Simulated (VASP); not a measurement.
# CaF2 (Fm-3m) in VASP: single point with PBE

Aim: the single point of CaF2 with PBE.

Everything below comes from runs of VASP 6.6.1. Logs are shortened: lines on timing, memory, paths and dates and some standing lists are left out, and cuts for length are marked.

### 1 Starting point

It takes space group Fm-3m (No. 225, cubic). Conventional cell: a = 5.463 Å, b = 5.463 Å, c = 5.463 Å, α = 90.00°, β = 90.00°, γ = 90.00°. Around Ca (site symmetry m-3m) lie 8 F at 2.37 Å. F (site symmetry -43m) is surrounded by 4 Ca at 2.37 Å.

### 2 Single point, PBE

File INCAR:

```
SYSTEM = CaF2
ALGO = Fast
EDIFF = 1E-6
ENCUT = 520
GGA = PE
ISIF = 2
ISMEAR = 1
LASPH = .True.
LCHARG = .False.
LREAL = .False.
LWAVE = .False.
NBANDS = 19
NELM = 100
PREC = Accurate
SIGMA = 0.15
```

File KPOINTS:

```
k-points
0
Gamma
  6 6 6
  0 0 0
```

File POSCAR:

```
CaF2
1.0
    0.0000000000      2.7312500000      2.7312500000
    2.7312500000      0.0000000000      2.7312500000
    2.7312500000      2.7312500000      0.0000000000
Ca F
1 2
Direct
    0.0000000000      0.0000000000      0.0000000000
    0.2500000000      0.2500000000      0.2500000000
    0.7500000000      0.7500000000      0.7500000000
```

Potentials or basis: VASP PAW PBE potentials, release 64 (Ca_sv, F).

Command:

```
cat potpaw_PBE.64/Ca_sv/POTCAR potpaw_PBE.64/F/POTCAR > POTCAR
mpirun -np 1 vasp_std > vasp.out
```

OUTCAR:

```text
SYSTEM = CaF2
   EDIFF = 1E-6
   ENCUT = 520
   GGA = PE
   ISIF = 2
   ISMEAR = 1
   LASPH = .True.
   LREAL = .False.
   NELM = 100
   PREC = Accurate

 ion  position               nearest neighbor table
   1  0.000  0.000  0.000-   2 2.37   3 2.37   3 2.37   3 2.37   3 2.37   2 2.37   2 2.37   2 2.37

   2  0.250  0.250  0.250-   1 2.37   1 2.37   1 2.37   1 2.37
   3  0.750  0.750  0.750-   1 2.37   1 2.37   1 2.37   1 2.37

  LATTYP: Found a face centered cubic cell.
 ALAT       =     5.4625000000

  Lattice vectors:

 A1 = (   0.0000000000,   2.7312500000,   2.7312500000)
 A2 = (   2.7312500000,   0.0000000000,   2.7312500000)
 A3 = (   2.7312500000,   2.7312500000,   0.0000000000)

Analysis of symmetry for initial positions (statically):
=====================================================================
 Subroutine PRICEL returns:
 Original cell was already a primitive cell.

 Routine SETGRP: Setting up the symmetry group for a
 face centered cubic supercell.

 Subroutine GETGRP returns: Found 48 space group operations
 (whereof 48 operations were pure point group operations)
 out of a pool of 48 trial point group operations.

The static configuration has the point symmetry O_h .

Analysis of symmetry for dynamics (positions and initial velocities):
=====================================================================
 Subroutine PRICEL returns:
 Original cell was already a primitive cell.

 Routine SETGRP: Setting up the symmetry group for a
 face centered cubic supercell.

 Subroutine GETGRP returns: Found 48 space group operations
 (whereof 48 operations were pure point group operations)
 out of a pool of 48 trial point group operations.

The dynamic configuration has the point symmetry O_h .

 Subroutine INISYM returns: Found 48 space group operations
 (whereof 48 operations are pure point group operations),
 and found     1 'primitive' translations

----------------------------------------------------------------------------------------

                                     Primitive cell

  volume of cell :      40.7488

  direct lattice vectors                    reciprocal lattice vectors
     0.000000000  2.731250000  2.731250000    -0.183066362  0.183066362  0.183066362
     2.731250000  0.000000000  2.731250000     0.183066362 -0.183066362  0.183066362
     2.731250000  2.731250000  0.000000000     0.183066362  0.183066362 -0.183066362

  length of vectors
     3.862570792  3.862570792  3.862570792     0.317080239  0.317080239  0.317080239

  position of ions in fractional coordinates (direct lattice)
     0.000000000  0.000000000  0.000000000
     0.250000000  0.250000000  0.250000000
     0.750000000  0.750000000  0.750000000

  ion indices of the primitive-cell ions
   primitive index   ion index
                 1           1
                 2           2
                 3           3

----------------------------------------------------------------------------------------

 KPOINTS: k-points

Automatic generation of k-mesh.
 Grid dimensions read from file:
 generate k-points for:    6    6    6

 Generating k-lattice:

  Cartesian coordinates                     Fractional coordinates (reciprocal lattice)
    -0.030511060  0.030511060  0.030511060     0.166666667  0.000000000  0.000000000
     0.030511060 -0.030511060  0.030511060     0.000000000  0.166666667  0.000000000
     0.030511060  0.030511060 -0.030511060     0.000000000  0.000000000  0.166666667

  Length of vectors
     0.052846707  0.052846707  0.052846707

  Shift w.r.t. Gamma in fractional coordinates (k-lattice)
     0.000000000  0.000000000  0.000000000

 Subroutine IBZKPT returns following result:
 ===========================================

 Found     16 irreducible k-points:

 Following reciprocal coordinates:
            Coordinates               Weight
  0.000000  0.000000  0.000000      1.000000
  0.166667  0.000000  0.000000      8.000000
  0.333333  0.000000  0.000000      8.000000
  0.500000  0.000000  0.000000      4.000000
  0.166667  0.166667  0.000000      6.000000
  0.333333  0.166667  0.000000     24.000000
[... 8 lines left out ...]
 -0.333333  0.333333  0.166667     24.000000
 -0.333333  0.500000  0.166667     12.000000
   k-points           NKPTS =     16   k-points in BZ     NKDIM =     16   number of bands    NBANDS=     19
   number of dos      NEDOS =    301   number of ions     NIONS =      3
   total plane-waves  NPLWV =  27000
   dimension x,y,z NGX =    30 NGY =   30 NGZ =   30
   dimension x,y,z NGXF=    60 NGYF=   60 NGZF=   60
   ions per type =               1   2
   NGX,Y,Z   is equivalent  to a cutoff of  12.91, 12.91, 12.91 a.u.
   NGXF,Y,Z  is equivalent  to a cutoff of  25.82, 25.82, 25.82 a.u.
 SYSTEM =  CaF2
   PREC   = accura    normal or accurate (medium, high low for compatibility)
   ISTART =      0    job   : 0-new  1-cont  2-samecut
   ICHARG =      2    charge: 1-file 2-atom 10-const
   ISPIN  =      1    spin polarized calculation?
   LNONCOLLINEAR =      F non collinear calculations
   LSORBIT =      F    spin-orbit coupling
   LASPH  =      T    aspherical Exc in radial PAW
   ENCUT  =  520.0 eV  38.22 Ry    6.18 a.u.   7.18  7.18  7.18*2*pi/ulx,y,z
   NELM   =    100;   NELMIN=  2; NELMDL= -5     # of ELM steps
   EDIFF  = 0.1E-05   stopping-criterion for ELM
   LREAL  =      F    real-space projection
   EDIFFG = 0.1E-04   stopping-criterion for IOM
   NSW    =      0    number of steps for IOM
   IBRION =     -1    ionic relax: 0-MD 1-quasi-New 2-CG
   NFREE  =      0    steps in history (QN), initial steepest desc. (CG)
   ISIF   =      2    stress and relaxation
   ISYM   =      2    0-nonsym 1-usesym 2-fastsym
   POTIM  = 0.5000    time-step for ionic-motion
   TEBEG  =    0.0;   TEEND  =   0.0 temperature during run
   PSTRESS=    0.0 pullay stress
   NELECT =      24.0000    total number of electrons
   NUPDOWN=      -1.0000    fix difference up-down
   EMIN   =  10.00;   EMAX   =-10.00  energy-range for DOS
   EFERMI =   0.00;   METHOD = LEGACY
   ISMEAR =     1;   SIGMA  =   0.15  broadening in eV -4-tet -1-fermi 0-gaus
   EFERMI_NEDOS =   21; number of points for ismear=-14 and -15
   IALGO  =     68    algorithm
   IMIX   =      4    mixing-type and parameters
     AMIX     =   0.40;   BMIX     =  1.00
     AMIX_MAG =   1.60;   BMIX_MAG =  1.00
  volume/ion in A,a.u.               =      13.58        91.66
  Fermi-wavevector in a.u.,A,eV,Ry     =   1.372273  2.593220 25.621575  1.883133
  Thomas-Fermi vector in A             =   2.497895
   LORBIT       =      0    0 simple, 1 ext, 2 COOP (PROOUT), +10 PAW based schemes
   GGA     = PE    functional components
   LHFCALC =     F    Hartree Fock is set to
   AEXX    =    0.0000 exact exchange contribution
   IVDW    =     0    specifies the selected vdW correction
   LEPSILON=     F    determine dielectric tensor
   LRPA    =     F    only Hartree local field effects (RPA)
 non-spin polarized calculation
 RMM-DIIS sequential band-by-band and
 Methfessel and Paxton  Order N= 1 SIGMA  =   0.15
  energy-cutoff  :      520.00
  volume of cell :       40.75
 maximum number of plane-waves:      1113
 NGX is ok and might be reduce to    30
   NGX = 15   NGY = 15   NGZ = 15

 number of electron      23.9999987 magnetization

 Free energy of the ion-electron system (eV)
  ---------------------------------------------------
  ext. energy  EPLUGINS =         0.00000000
  ---------------------------------------------------
  free energy    TOTEN  =       -17.32787163 eV

  energy without entropy =      -17.33316592  energy(sigma->0) =      -17.32963639

 E-fermi :  -0.9477     XC(G=0):  -9.6301

 val. band max:       -0.9701481703   @ k =   0.5000   0.5000   0.0000
 cond. band min:       6.3069592971   @ k =   0.0000   0.0000   0.0000
 fundamental gap:      7.2771074675
 Fermi energy:        -0.9477347311

 k-point     1 :       0.0000    0.0000    0.0000
  band No.  band energies     occupation
      1     -36.9961      2.00000
      2     -20.9034      2.00000
      3     -20.1333      2.00000
      4     -17.9352      2.00000
      5     -17.9352      2.00000
      6     -17.9352      2.00000
[... 11 lines left out ...]
     18      10.2548      0.00000
     19      15.9744      0.00000

 k-point     2 :       0.1667    0.0000    0.0000
  band No.  band energies     occupation
      1     -36.9878      2.00000
      2     -20.9672      2.00000
      3     -20.2054      2.00000
      4     -17.9458      2.00000
      5     -17.9458      2.00000
      6     -17.8174      2.00000
[... 11 lines left out ...]
     18      10.1867      0.00000
     19      14.8385      0.00000

 k-point     3 :       0.3333    0.0000    0.0000
  band No.  band energies     occupation
      1     -36.9711      2.00000
      2     -21.0323      2.00000
      3     -20.4150      2.00000
      4     -17.9666      2.00000
      5     -17.9666      2.00000
      6     -17.5694      2.00000
[... 11 lines left out ...]
     18      10.0510      0.00000
     19      13.2628      0.00000

 k-point     4 :       0.5000    0.0000    0.0000
  band No.  band energies     occupation
      1     -36.9627      2.00000
      2     -21.0266      2.00000
      3     -20.5579      2.00000
      4     -17.9769      2.00000
      5     -17.9769      2.00000
      6     -17.4424      2.00000
[... 231 lines left out ...]
     18      11.0045      0.00000
     19      14.3174      0.00000

 k-point    15 :      -0.3333    0.3333    0.1667
  band No.  band energies     occupation
      1     -36.9544      2.00000
      2     -20.9231      2.00000
      3     -20.8113      2.00000
      4     -18.0195      2.00000
      5     -17.6878      2.00000
      6     -17.5655      2.00000
[... 11 lines left out ...]
     18      12.2950      0.00000
     19      13.5987      0.00000

 k-point    16 :      -0.3333    0.5000    0.1667
  band No.  band energies     occupation
      1     -36.9517      2.00000
      2     -21.0687      2.00000
      3     -20.6794      2.00000
      4     -18.0409      2.00000
      5     -17.8010      2.00000
      6     -17.4255      2.00000
[... 11 lines left out ...]
     18      13.5647      0.00000
     19      13.6101      0.00000

------------------------ aborting loop because EDIFF is reached ----------------------------------------

  FORCE on cell =-STRESS in cart. coord.  units (eV):
  Direction    XX          YY          ZZ          XY          YZ          ZX
  --------------------------------------------------------------------------------------
  -------------------------------------------------------------------------------------
  Total        0.6182535      0.6182535      0.6182535      0.0000000      0.0000000      0.0000000
  in kB       24.3087595     24.3087595     24.3087595      0.0000000      0.0000000      0.0000000
  external PRESSURE =      24.3087595 kB  Pullay stress =       0.0000000 kB

 VOLUME and BASIS-vectors are now :
 -----------------------------------------------------------------------------
  energy-cutoff  :      520.00
  volume of cell :       40.75
      direct lattice vectors                 reciprocal lattice vectors
     0.000000000  2.731250000  2.731250000    -0.183066362  0.183066362  0.183066362
     2.731250000  0.000000000  2.731250000     0.183066362 -0.183066362  0.183066362
     2.731250000  2.731250000  0.000000000     0.183066362  0.183066362 -0.183066362

 POSITION                                       TOTAL-FORCE (eV/Angst)
 -----------------------------------------------------------------------------------
      0.00000      0.00000      0.00000        -0.000000      0.000000     -0.000000
      1.36563      1.36563      1.36563         0.000000      0.000000      0.000000
      4.09688      4.09688      4.09688        -0.000000     -0.000000     -0.000000
 -----------------------------------------------------------------------------------
    total drift:                                0.000000     -0.000000      0.000000

  FREE ENERGIE OF THE ION-ELECTRON SYSTEM (eV)
  ---------------------------------------------------
  free  energy   TOTEN  =       -17.3278716312 eV

  energy  without entropy=      -17.3331659169  energy(sigma->0) =      -17.32963639
```

It took 13 s on 1 thread of Intel Xeon 6975P-C (Granite Rapids), shared host; peak memory 0.16 GiB.

Results:

* Free energy: -17.3279 eV
* Pressure: 2.4 GPa
* Band gap on the k mesh: 7.28 eV, indirect (least direct gap 7.53 eV)

Levels at points of the mesh, in eV from the valence-band top:
```
           k point  band 8  band 9  band 10  band 11  band 12  band 13  band 14  band 15  band 16  band 17
(0.00, 0.00, 0.00)   -2.11   -2.11    -0.26    -0.26    -0.26     7.28     9.17     9.17    11.22    11.22
(0.50, 0.00, 0.00)   -1.51   -1.29    -1.24    -0.84    -0.84     9.38     9.38     9.74    10.73    10.95
(0.50, 0.50, 0.00)   -1.65   -1.65    -0.37    -0.37     0.00     8.12     9.51    10.08    10.86    10.86
```

A k mesh can miss the band edges.
